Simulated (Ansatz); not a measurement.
# Cd: the cost of one run

Computed with Ansatz 0.2.0 (DFT PBE, scalar-relativistic, plane waves, PAW, unless a step's input says otherwise).

23 further runs of the same task are left out: 23 set aside as unsound or not needed.

### Step 1. The structure to begin with

The structure is cubic, space group Fm-3m (No. 225). The conventional cell has a = 4.508 Å, b = 4.508 Å, c = 4.508 Å, α = 90.00°, β = 90.00°, γ = 90.00°. Around Cd (site symmetry m-3m) lie 12 Cd at 3.19 Å.

Structure file:

```cif
data_structure
_symmetry_space_group_name_H-M 'Fm-3m'
_symmetry_Int_Tables_number 225
_cell_length_a 4.5083
_cell_length_b 4.5083
_cell_length_c 4.5083
_cell_angle_alpha 90.000
_cell_angle_beta 90.000
_cell_angle_gamma 90.000
_cell_volume 91.63
loop_
_atom_site_label
_atom_site_type_symbol
_atom_site_symmetry_multiplicity
_atom_site_Wyckoff_symbol
_atom_site_fract_x
_atom_site_fract_y
_atom_site_fract_z
_atom_site_occupancy
Cd1 Cd 4 a 0.00000 0.00000 0.00000 1
```

It goes back to an entry of the Materials Project, which need not be the stable form.

It is the result of an earlier relaxation at this level (volume 22.91 Å³/atom; gap on the mesh: none (metal)).

### Step 2. What is varied

The energy is mapped over volume and the cell's shape.

The axes are (1) volume per atom: 7 values from 21.07 to 24.74 Å³; (2) c/a of the conventional cell: 9 values from 0.629 to 1.167.

Nothing else is relaxed (symmetry fixes all fractional coordinates). Energies count from the relaxed crystal. Points are written as (first, second).

### Step 3. The run at (21.69 Å³, 0.926)

input.yaml

```yaml
crystal:
  lattice:
    - [0.0, 2.2710484425, 2.1023095432]
    - [2.2710484425, 0.0, 2.1023095432]
    - [2.2710484425, 2.2710484425, 0.0]
  atoms:
    - { symbol: Cd, position: [0.0, 0.0, 0.0] }
basis:
  ecutwfc: 420
kpoints:
  mp_grid: { grid: [18, 18, 18] }
hamiltonian:
  xc: pbe
scf:
  occupations: { method: gaussian, width: 0.15 }
output:
  forces: true
  stress: true
  eigenvalues: true
  write_density: true
  write_potential: true
  elf: true
  volumetric_format: npy
```

Launch:

```
> ansatz run input.yaml --threads 1 --pin off --max-ram 2048MiB --backend cpu --events-out ev --progress --plain --runs-dir out
```

**Question.** How long does this run take on 1 thread of Arm Neoverse V2, shared host, and how much memory does it need?

About 7 s, with a peak of 0.38 GiB.
